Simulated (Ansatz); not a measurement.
Calculation for Ti (hcp type): DFT, PBE, PAW with Ansatz's default frozen-core files, scalar-relativistic (Ansatz 0.2.0). This run: hcp relaxed under pressure.

The start is a guessed cell.

Command: `ansatz run input.yaml --threads 1 --pin off --max-ram 3584MiB --backend cpu --events-out ev --progress --plain --runs-dir out` It took 22 s on 1 thread of Arm Neoverse V2 (shared host), peak memory 0.35 GiB.

```yaml
crystal:
  lattice:
    - [2.8002719404, 0.0, 0.0]
    - [-1.4001359702, 2.4251066379, 0.0]
    - [0.0, 0.0, 4.5364405435]
  atoms:
    - { symbol: Ti, position: [0.3333333333, 0.6666666667, 0.25] }
    - { symbol: Ti, position: [0.6666666667, 0.3333333333, 0.75] }
kpoints:
  mp_grid: { grid: [16, 16, 9] }
scf:
  occupations: { method: fermi_dirac, width: 0.1 }
hamiltonian:
  xc: pbe
  pseudopotentials: { kind: paw }
output:
  forces: true
  stress: true
  eigenvalues: true
relax:
  f_tol: 0.005
  max_steps: 40
  cell: { p_target: 16.0, stress_tol: 0.03 }
```

Output:

```
Engine: ansatz 0.2.0
Pseudopotentials: kind: paw
Pseudopotential: Ti, paw, valence charge 12, recommended cutoff 420 eV (normal), Ti.paw.azcp
Functional definition: PBE
  parameter kappa = 0.804
  parameter beta = 0.06672455060314922
  exchange = pbe_x(kappa = kappa, mu = beta*pi^2/3)
  correlation = pbe_c(beta = beta)
Crystal: 2 atoms, lattice volume = 30.807 Å³
Basis set: ecut = 420 eV, 603 PW (Γ), exchange–correlation on 40×40×64 points (8 copies of the dense FFT grid, shifted against one another)
Bands: 16, of which v1, the nominal top of the filled ones, is band 12 counted from 1 (11 counted from 0)
Symmetry: 24 space group operations
Space group: P63/mmc (ITA 194), of the structure as read, at distance tolerance 3.1e-5 Å
k-points: 150 of 2304
Non-local potential: Ti, projectors of the file, l = 0: 3, l = 1: 2, l = 2: 3, l = 3: 1
PAW form: soft (Blöchl's): semilocal exchange-correlation on the pseudo side does not see the compensation charge
PAW one-centre angular grid: Ti, 590 points (default); XC on 64 Gauss nodes
Initial density: superposition of atomic densities (neutral atoms: chi_scale 0, normalization atom), corrected by the library's trained network
Initial wavefunctions: pseudopotential atomic-orbital guess
Functional: x = pbe(κ = 0.804, μ = 0.2195149727645171), c = pbe(β = 0.06672455060314922)
SCF iter   1: F=—  HF=-4999.172948 eV  |F-HF|=—  |Δ(HF+E_count)|=         —  Δρ=4.52e-3  dr2=2.35e-3  ethr=1.77e-3  ⟨swp⟩=3.5  Hψ=9648  notcnv=0
preconditioner: auto → none  [metal: Δε(μ)=0.027 eV  Ē_g=3.134 eV  σ=0.100 eV  W_gap=0.07  n_scr=8 (ndim 8)  ℏωp=18.9 eV  f_vac=0.000  D(μ)=1.97/eV (n_scr^D=22)  sad-step TF]
SCF iter   2: F=—  HF=-4999.172498 eV  |F-HF|=—  |Δ(HF+E_count)|=   4.50e-4  Δρ=2.47e-3  dr2=7.50e-4  ethr=9.80e-6  ⟨swp⟩=1.0  Hψ=3601  notcnv=0
SCF iter   3: F=—  HF=-4999.172715 eV  |F-HF|=—  |Δ(HF+E_count)|=   2.16e-4  Δρ=2.59e-4  dr2=8.62e-6  ethr=3.13e-6  ⟨swp⟩=2.3  Hψ=3343  notcnv=0
SCF iter   4: F=—  HF=-4999.172689 eV  |F-HF|=—  |Δ(HF+E_count)|=   2.63e-5  Δρ=7.18e-5  dr2=1.35e-6  ethr=3.59e-8  ⟨swp⟩=2.1  Hψ=3960  notcnv=0
iter 5 did not close the SCF: its close was put off for the readings that it lacked (scf_convergence_deferred on its scf_iter line)
SCF iter   5: F=-4999.172688 eV  HF=-4999.172688 eV  |F-HF|=3.44e-10  |Δ(HF+E_count)|=   4.31e-7  Δρ=8.52e-6  dr2=1.20e-8  ethr=5.62e-9  ⟨swp⟩=2.2  Hψ=3925  notcnv=0
SCF iter   6: F=-4999.172688 eV  HF=-4999.172688 eV  |F-HF|=3.27e-11  |Δ(HF+E_count)|=   2.88e-9  Δρ=8.06e-7  dr2=5.56e-11  ethr=5.00e-11  ⟨swp⟩=1.3  Hψ=7817  notcnv=0
SCF 1 converged in 6 iterations: F = -4999.172688 eV  dr2 = 5.56e-11
  greatest PAW one-centre occupation: 0.999 electrons in one spin orbital (limit 2), on the Ti atom at site 1 (counted from 0), in its partial waves of l = 0
relax step   1: F+E_penalty+E_count = -4999.17268820 eV  Δ(F+E_penalty+E_count) = +0.000e0 eV  max|allowed force component| = 3.516e-16 eV/Å  Δτ_max = 0.0000 Å  P = +16.855 GPa  Ω = 30.807 Å³  (6 SCF iters, dr2 threshold 1.00e-7 eV, accepted)
Crystal: 2 atoms, lattice volume = 31.115 Å³
Initial density: handed on by an earlier stage of this run
Initial wavefunctions: those handed on with the density
iter 1 solved again at ethr=2.58e-7 eV; its pass at ethr=3.10e-3 eV (dr2=6.20e-5 eV) is discarded
SCF iter   1: F=—  HF=-4999.206836 eV  |F-HF|=—  |Δ(HF+E_count)|=         —  Δρ=6.73e-4  dr2=6.10e-5  ethr=2.58e-7  ⟨swp⟩=2.0  Hψ=17706  notcnv=0
preconditioner: auto → none  [metal: Δε(μ)=0.007 eV  Ē_g=3.103 eV  σ=0.100 eV  W_gap=0.02  n_scr=8 (ndim 8)  ℏωp=18.8 eV  f_vac=0.000  D(μ)=1.98/eV (n_scr^D=22)]
SCF iter   2: F=—  HF=-4999.206809 eV  |F-HF|=—  |Δ(HF+E_count)|=   2.72e-5  Δρ=3.23e-4  dr2=9.20e-6  ethr=2.54e-7  ⟨swp⟩=1.4  Hψ=2494  notcnv=0
iter 3 did not close the SCF: its close was put off for the readings that it lacked (scf_convergence_deferred on its scf_iter line)
SCF iter   3: F=-4999.206817 eV  HF=-4999.206817 eV  |F-HF|=1.50e-7  |Δ(HF+E_count)|=   8.09e-6  Δρ=4.00e-5  dr2=1.09e-7  ethr=3.83e-8  ⟨swp⟩=2.0  Hψ=2989  notcnv=0
iter 4 did not close the SCF: its close was put off for the readings that it lacked (scf_convergence_deferred on its scf_iter line)
SCF iter   4: F=-4999.206817 eV  HF=-4999.206817 eV  |F-HF|=3.82e-9  |Δ(HF+E_count)|=   1.89e-7  Δρ=7.67e-6  dr2=1.18e-8  ethr=4.56e-10  ⟨swp⟩=2.5  Hψ=4130  notcnv=0
iter 5 did not close the SCF: its close was put off for the readings that it lacked (scf_convergence_deferred on its scf_iter line)
SCF iter   5: F=-4999.206817 eV  HF=-4999.206817 eV  |F-HF|=3.21e-10  |Δ(HF+E_count)|=  1.64e-10  Δρ=1.33e-6  dr2=3.91e-10  ethr=4.92e-11  ⟨swp⟩=2.6  Hψ=4399  notcnv=0
SCF iter   6: F=-4999.206817 eV  HF=-4999.206817 eV  |F-HF|=1.82e-12  |Δ(HF+E_count)|=  1.38e-10  Δρ=1.37e-7  dr2=2.68e-12  ethr=1.63e-12  ⟨swp⟩=1.1  Hψ=7202  notcnv=0
SCF 2 converged in 6 iterations: F = -4999.206817 eV  dr2 = 2.68e-12
relax step   2: F+E_penalty+E_count = -4999.20681709 eV  Δ(F+E_penalty+E_count) = -3.413e-2 eV  max|allowed force component| = 2.961e-16 eV/Å  Δτ_max = 0.0000 Å  P = +15.267 GPa  Ω = 31.115 Å³  energy of the carried Pulay correction = -3.618e-5 eV  (6 SCF iters, dr2 threshold 2.00e-7 eV, accepted)
Crystal: 2 atoms, lattice volume = 30.975 Å³
iter 1 solved again at ethr=3.31e-8 eV; its pass at ethr=3.10e-3 eV (dr2=7.95e-6 eV) is discarded
SCF iter   1: F=—  HF=-4999.193325 eV  |F-HF|=—  |Δ(HF+E_count)|=         —  Δρ=2.28e-4  dr2=9.75e-6  ethr=3.31e-8  ⟨swp⟩=2.6  Hψ=16329  notcnv=0
preconditioner: auto → none  [metal: Δε(μ)=0.028 eV  Ē_g=3.115 eV  σ=0.100 eV  W_gap=0.07  n_scr=8 (ndim 8)  ℏωp=18.9 eV  f_vac=0.000  D(μ)=1.96/eV (n_scr^D=22)]
SCF iter   2: F=—  HF=-4999.193284 eV  |F-HF|=—  |Δ(HF+E_count)|=   4.15e-5  Δρ=1.05e-4  dr2=1.19e-6  ethr=3.31e-8  ⟨swp⟩=2.2  Hψ=3220  notcnv=0
iter 3 did not close the SCF: its close was put off for the readings that it lacked (scf_convergence_deferred on its scf_iter line)
SCF iter   3: F=-4999.193285 eV  HF=-4999.193285 eV  |F-HF|=6.37e-9  |Δ(HF+E_count)|=   9.79e-7  Δρ=2.02e-5  dr2=6.16e-8  ethr=4.96e-9  ⟨swp⟩=2.2  Hψ=3155  notcnv=0
iter 4 did not close the SCF: its close was put off for the readings that it lacked (scf_convergence_deferred on its scf_iter line)
[... lines left out ...]
iter 6 did not close the SCF: its close was put off for the readings that it lacked (scf_convergence_deferred on its scf_iter line)
SCF iter   6: F=-4999.193626 eV  HF=-4999.193626 eV  |F-HF|=1.82e-12  |Δ(HF+E_count)|=  1.82e-12  Δρ=1.60e-8  dr2=3.84e-14  ethr=1.00e-12  ⟨swp⟩=1.0  Hψ=2400  notcnv=0
iter 7 did not close the SCF: its close was put off for the readings that it lacked (scf_convergence_deferred on its scf_iter line)
SCF iter   7: F=-4999.193626 eV  HF=-4999.193626 eV  |F-HF|=0.00e0  |Δ(HF+E_count)|=  1.82e-12  Δρ=1.26e-9  dr2=3.02e-16  ethr=1.00e-12  ⟨swp⟩=1.0  Hψ=2400  notcnv=0
iter 8 did not close the SCF: its close was put off for the readings that it lacked (scf_convergence_deferred on its scf_iter line)
SCF iter   8: F=-4999.193626 eV  HF=-4999.193626 eV  |F-HF|=9.09e-13  |Δ(HF+E_count)|=  1.82e-12  Δρ=2.15e-10  dr2=9.86e-18  ethr=1.00e-12  ⟨swp⟩=1.0  Hψ=2400  notcnv=0
SCF iter   9: F=-4999.193626 eV  HF=-4999.193626 eV  |F-HF|=0.00e0  |Δ(HF+E_count)|=  9.09e-13  Δρ=1.92e-11  dr2=4.72e-20  ethr=1.00e-12  ⟨swp⟩=1.0  Hψ=5400  notcnv=0
SCF 5 converged in 9 iterations: F = -4999.193626 eV  dr2 = 4.72e-20
relax step   5: F+E_penalty+E_count = -4999.19362637 eV  Δ(F+E_penalty+E_count) = -1.157e-5 eV  max|allowed force component| = 1.018e-16 eV/Å  Δτ_max = 0.0000 Å  P = +16.000 GPa  Ω = 30.978 Å³  stress off target by 2.25e-3 GPa  SCF on the basis re-selected at this cell (its energy is not comparable with the rows above)  (9 SCF iters)
basis re-selected at this cell: Δ(F+E_penalty+E_count) = -1.157e-5 eV, ΔP = +0.000 GPa vs the last step (what re-selecting the basis moved, of the pressure what is left beyond the Pulay correction that the steps carried, after the strain that the cell walked since its last selection, with what the two solves' SCF thresholds leave and, on support functions, any second-order correction that the steps lacked; it is no measure of the basis error at this ecutwfc). The dense FFT grid was sized anew with the basis: this SCF ran on 20×20×30 points, the steps before it on 20×20×32, so part of this shift can come from that change (see relax.cell in the input reference). This SCF's stress stands 2.25e-3 GPa from its target on what of the cell is left free (relax.cell.stress_tol is 3.00e-2 GPa) and its largest allowed force component is 1.02e-16 eV/Å (relax.f_tol is 5.00e-3 eV/Å): within both
SCF converged after 9 iterations
Free energy (F): -4999.193626 eV
Harris-Foulkes:  -4999.193626 eV  (|F-HF|=0.00e0)
Internal energy: -4999.126181 eV  (E = F + TS)
E sigma→0 (E₀):  -4999.159904 eV
Entropy (-TS):   -0.067446 eV (-33.723 meV/atom)
Fermi energy:    15.259391 eV
--- Per-component energies (eV) ---
  E_band       = -266.586977
  E_kinetic    = 551.376727
  E_local      = -1499.122166  (includes V_loc(G=0)·N_el)
  E_nonlocal   = 16.768604
  E_hartree    = 627.280273
  E_xc         = -196.989469
  E_vxc        = -246.667795  (∫ρ·V_xc dr)
  E_paw        = -2096.233738  (= ΣΔE_a)
  E_vpaw       = -343.503183  (= ΣTr[D̂ρ^β])
  E_aug_tail   = 0.000289  (compensation charges beyond the density's cutoff)
  E_ewald      = -2402.206702
  E_smearing   = -0.067446  (= −TS)
  E_closure    = 0.000000  (closes the sum)
  Σ components = -4999.193626   (vs F -4999.193626, Δ=0.00e0)
--- Forces (eV/Å), atoms counted from 1 ---
  atom   1  Ti    -0.00000000    -0.00000000     0.00000000
  atom   2  Ti    -0.00000000     0.00000000     0.00000000
  max |Σ_I F_I| component: 7.40e-17 eV/Å
--- Stress (GPa, compression-positive) ---
       15.999051       0.000000       0.000000
        0.000000      15.999051       0.000000
        0.000000       0.000000      16.002251
  P = ⅓ Tr σ = 16.0001 GPa (160.001 kbar)
--- Band table (eV; the first three rows and the last of 150) ---
  k-point 0: bands = ["-41.3402", "-41.1232", "-18.0918", "-17.1894", "-17.1894", "-17.0716", "-17.0493", "-17.0493", "8.8725", "12.3078", "16.1168", "16.1168", "16.2470", "16.3797", "16.7042", "16.7042"]
  k-point 1: bands = ["-41.3337", "-41.1299", "-18.0625", "-17.1852", "-17.1852", "-17.1041", "-17.0536", "-17.0536", "8.9883", "12.2786", "16.0603", "16.0603", "16.1675", "16.1797", "16.6375", "16.6375"]
  k-point 2: bands = ["-41.3152", "-41.1490", "-17.9777", "-17.1967", "-17.1731", "-17.1731", "-17.0658", "-17.0658", "9.3260", "12.1441", "15.7144", "15.9677", "15.9677", "15.9924", "16.4695", "16.4695"]
  k-point 149: bands = ["-41.1030", "-41.1001", "-17.8437", "-17.8381", "-17.6068", "-17.5514", "-17.2279", "-17.2182", "13.6470", "13.7290", "14.1767", "14.2511", "15.0951", "15.1651", "17.0378", "17.3280"]
--- Relaxed structure (4 steps of the walk, 4 accepted, 1 SCFs on fresh bases) ---
  F+E_penalty+E_count = -4999.19362637 eV   max|allowed force component| = 1.018e-16 eV/Å   (the final SCF, on the basis selected at the relaxed cell)
  cell:  # Å, volume = 30.9780 Å³
    - [2.8242658623275716, 0.0, 0.0]
    - [-1.4121329311637858, 2.445885983816841, 0.0]
    - [0.0, 0.0, 4.484474667008077]
  atoms:
    - { symbol: Ti, position: [0.33333333333333337, 0.6666666666666667, 0.25] }
    - { symbol: Ti, position: [0.6666666666666667, 0.33333333333333337, 0.75] }
```

Next run (omega relaxed under pressure), as changes to the input before:

```diff
   lattice:
-    - [2.8002719404, 0.0, 0.0]
-    - [-1.4001359702, 2.4251066379, 0.0]
-    - [0.0, 0.0, 4.5364405435]
+    - [4.4150782319, 0.0, 0.0]
+    - [-2.207539116, 3.8235699086, 0.0]
+    - [0.0, 0.0, 2.7373485038]
   atoms:
-    - { symbol: Ti, position: [0.3333333333, 0.6666666667, 0.25] }
-    - { symbol: Ti, position: [0.6666666667, 0.3333333333, 0.75] }
+    - { symbol: Ti, position: [0.0, 0.0, 0.0] }
+    - { symbol: Ti, position: [0.3333333333, 0.6666666667, 0.5] }
+    - { symbol: Ti, position: [0.6666666667, 0.3333333333, 0.5] }
 kpoints:
-  mp_grid: { grid: [16, 16, 9] }
+  mp_grid: { grid: [8, 8, 11] }
 scf:
   eigenvalues: true
+  write_density: true
+  write_potential: true
+  elf: true
+  volumetric_format: npy
 relax:
```

Results part of the output:

```
basis re-selected at this cell: Δ(F+E_penalty+E_count) = +6.003e-5 eV, ΔP = +0.003 GPa vs the last step (what re-selecting the basis moved, of the pressure what is left beyond the Pulay correction that the steps carried, after the strain that the cell walked since its last selection, with what the two solves' SCF thresholds leave and, on support functions, any second-order correction that the steps lacked; it is no measure of the basis error at this ecutwfc). This SCF's stress stands 2.49e-2 GPa from its target on what of the cell is left free (relax.cell.stress_tol is 3.00e-2 GPa) and its largest allowed force component is 1.60e-16 eV/Å (relax.f_tol is 5.00e-3 eV/Å): within both
SCF converged after 8 iterations
Free energy (F): -7498.806892 eV
Harris-Foulkes:  -7498.806892 eV  (|F-HF|=9.09e-13)
Internal energy: -7498.714828 eV  (E = F + TS)
E sigma→0 (E₀):  -7498.760860 eV
Entropy (-TS):   -0.092063 eV (-30.688 meV/atom)
Fermi energy:    15.386791 eV
--- Per-component energies (eV) ---
  E_band       = -392.541891
  E_kinetic    = 828.087761
  E_local      = -2235.049980  (includes V_loc(G=0)·N_el)
  E_nonlocal   = 25.572489
  E_hartree    = 937.590719
  E_xc         = -295.791875
  E_vxc        = -370.430690  (∫ρ·V_xc dr)
  E_paw        = -3144.757303  (= ΣΔE_a)
  E_vpaw       = -515.903285  (= ΣTr[D̂ρ^β])
  E_aug_tail   = 0.000376  (compensation charges beyond the density's cutoff)
  E_ewald      = -3614.367016
  E_smearing   = -0.092063  (= −TS)
  E_closure    = 0.000000  (closes the sum)
  Σ components = -7498.806892   (vs F -7498.806892, Δ=0.00e0)
--- Forces (eV/Å), atoms counted from 1 ---
  atom   1  Ti    -0.00000000     0.00000000     0.00000000
  atom   2  Ti     0.00000000     0.00000000     0.00000000
  atom   3  Ti    -0.00000000    -0.00000000     0.00000000
  max |Σ_I F_I| component: 7.40e-17 eV/Å
--- Stress (GPa, compression-positive) ---
       15.983710       0.000000       0.000000
        0.000000      15.983710       0.000000
        0.000000       0.000000      16.024879
  P = ⅓ Tr σ = 15.9974 GPa (159.974 kbar)
--- Band table (eV; the first three rows and the last of 60) ---
  k-point 0: bands = ["-41.2058", "-40.9592", "-40.7315", "-17.5813", "-17.5813", "-17.5762", "-17.5762", "-17.0997", "-16.8540", "-16.7597", "-16.7281", "-16.7281", "9.1149", "13.1246", "14.6902", "14.6902", "14.7678", "14.7678", "15.4265", "16.1795", "16.8505", "16.8505"]
  k-point 1: bands = ["-41.1963", "-40.9554", "-40.7252", "-17.5740", "-17.5740", "-17.5638", "-17.5638", "-17.1471", "-16.9123", "-16.8072", "-16.7302", "-16.7302", "9.3228", "13.2974", "14.5217", "14.5217", "14.6545", "14.6545", "15.7061", "16.3632", "16.7804", "16.7804"]
  k-point 2: bands = ["-41.1700", "-40.9455", "-40.7083", "-17.5545", "-17.5545", "-17.5298", "-17.5298", "-17.2719", "-17.0680", "-16.9335", "-16.7365", "-16.7365", "9.9155", "13.7336", "14.0973", "14.0973", "14.3643", "14.3643", "16.5067", "16.7269", "16.7269", "16.9060"]
  k-point 59: bands = ["-41.0769", "-40.8064", "-40.7695", "-17.8629", "-17.6607", "-17.5832", "-17.3723", "-17.2729", "-17.2284", "-17.1740", "-17.0596", "-16.6611", "12.4265", "13.5631", "13.8959", "14.0711", "14.3800", "14.4483", "15.6870", "16.0730", "16.4054", "16.6610"]
--- Relaxed structure (4 steps of the walk, 4 accepted, 1 SCFs on fresh bases) ---
  F+E_penalty+E_count = -7498.80689176 eV   max|allowed force component| = 1.604e-16 eV/Å   (the final SCF, on the basis selected at the relaxed cell)
  cell:  # Å, volume = 45.8087 Å³
    - [4.400859276204119, 2.8774450731302332e-11, 0.0]
    - [-2.200429638126979, 3.8112559316587773, 0.0]
    - [0.0, 0.0, 2.731129170456453]
  atoms:
    - { symbol: Ti, position: [4.4261151803556985e-35, 9.094572856936861e-35, 0.0] }
    - { symbol: Ti, position: [0.33333333333333337, 0.6666666666666665, 0.49999999999999994] }
    - { symbol: Ti, position: [0.6666666666666667, 0.3333333333333333, 0.49999999999999994] }
```

Next run (beta tin relaxed under pressure), as changes to the input before:

```diff
   lattice:
-    - [4.4150782319, 0.0, 0.0]
-    - [-2.207539116, 3.8235699086, 0.0]
-    - [0.0, 0.0, 2.7373485038]
+    - [-2.4289876438, 2.4289876438, 1.3359432041]
+    - [2.4289876438, -2.4289876438, 1.3359432041]
+    - [2.4289876438, 2.4289876438, -1.3359432041]
   atoms:
-    - { symbol: Ti, position: [0.0, 0.0, 0.0] }
-    - { symbol: Ti, position: [0.3333333333, 0.6666666667, 0.5] }
-    - { symbol: Ti, position: [0.6666666667, 0.3333333333, 0.5] }
+    - { symbol: Ti, position: [-0.375, -0.125, -0.25] }
+    - { symbol: Ti, position: [0.375, 0.125, 0.25] }
 kpoints:
-  mp_grid: { grid: [8, 8, 11] }
+  mp_grid: { grid: [16, 16, 16] }
 scf:
   eigenvalues: true
-  write_density: true
-  write_potential: true
-  elf: true
-  volumetric_format: npy
 relax:
```

Results part of the output:

```
basis re-selected at this cell: Δ(F+E_penalty+E_count) = +2.391e-4 eV, ΔP = +0.013 GPa vs the last step (what re-selecting the basis moved, of the pressure what is left beyond the Pulay correction that the steps carried, after the strain that the cell walked since its last selection, with what the two solves' SCF thresholds leave and, on support functions, any second-order correction that the steps lacked; it is no measure of the basis error at this ecutwfc). This SCF's stress stands 1.70e-2 GPa from its target on what of the cell is left free (relax.cell.stress_tol is 3.00e-2 GPa) and its largest allowed force component is 6.94e-17 eV/Å (relax.f_tol is 5.00e-3 eV/Å): within both
SCF converged after 6 iterations
Free energy (F): -4998.320397 eV
Harris-Foulkes:  -4998.320397 eV  (|F-HF|=9.09e-13)
Internal energy: -4998.223981 eV  (E = F + TS)
E sigma→0 (E₀):  -4998.272189 eV
Entropy (-TS):   -0.096416 eV (-48.208 meV/atom)
Fermi energy:    15.196060 eV
--- Per-component energies (eV) ---
  E_band       = -261.023833
  E_kinetic    = 554.604094
  E_local      = -1534.700826  (includes V_loc(G=0)·N_el)
  E_nonlocal   = 19.935423
  E_hartree    = 646.463132
  E_xc         = -197.161735
  E_vxc        = -246.942911  (∫ρ·V_xc dr)
  E_paw        = -2098.319746  (= ΣΔE_a)
  E_vpaw       = -346.846131  (= ΣTr[D̂ρ^β])
  E_aug_tail   = 0.000255  (compensation charges beyond the density's cutoff)
  E_ewald      = -2389.044578
  E_smearing   = -0.096416  (= −TS)
  E_closure    = 0.000000  (closes the sum)
  Σ components = -4998.320397   (vs F -4998.320397, Δ=0.00e0)
--- Forces (eV/Å), atoms counted from 1 ---
  atom   1  Ti    -0.00000000     0.00000000     0.00000000
  atom   2  Ti    -0.00000000     0.00000000     0.00000000
  max |Σ_I F_I| component: 1.39e-16 eV/Å
--- Stress (GPa, compression-positive) ---
       16.016990      -0.000000       0.000000
       -0.000000      16.016990      -0.000000
        0.000000      -0.000000      15.993947
  P = ⅓ Tr σ = 16.0093 GPa (160.093 kbar)
--- Band table (eV; the first three rows and the last of 349) ---
  k-point 0: bands = ["-41.1666", "-40.6467", "-17.8437", "-17.8437", "-16.8088", "-16.7889", "-16.6537", "-16.6537", "9.2540", "12.0183", "14.1611", "14.7176", "15.5192", "17.9374", "17.9374", "17.9959"]
  k-point 1: bands = ["-41.1616", "-40.6516", "-17.8351", "-17.8346", "-16.8228", "-16.7874", "-16.6683", "-16.6516", "9.3193", "12.0622", "14.1859", "14.6826", "15.4759", "17.9446", "17.9783", "18.0277"]
  k-point 2: bands = ["-41.1468", "-40.6664", "-17.8092", "-17.8077", "-16.8612", "-16.7829", "-16.7112", "-16.6484", "9.5124", "12.1884", "14.2612", "14.5898", "15.3620", "17.9541", "18.0863", "18.1189"]
  k-point 348: bands = ["-40.8989", "-40.8989", "-18.1019", "-18.1019", "-16.8093", "-16.8093", "-16.5059", "-16.5059", "13.1607", "13.1607", "15.4478", "15.4478", "15.8746", "15.8746", "17.7559", "17.7559"]
--- Relaxed structure (4 steps of the walk, 4 accepted, 1 SCFs on fresh bases) ---
  F+E_penalty+E_count = -4998.32039689 eV   max|allowed force component| = 6.939e-17 eV/Å   (the final SCF, on the basis selected at the relaxed cell)
  cell:  # Å, volume = 30.4984 Å³
    - [-2.3738370633013672, 2.3738370633013672, 1.353054050704177]
    - [2.3738370633013672, -2.3738370633013672, 1.353054050704177]
    - [2.3738370633013672, 2.3738370633013672, -1.353054050704177]
  atoms:
    - { symbol: Ti, position: [-0.375, -0.125, -0.25] }
    - { symbol: Ti, position: [0.375, 0.125, 0.25] }
```
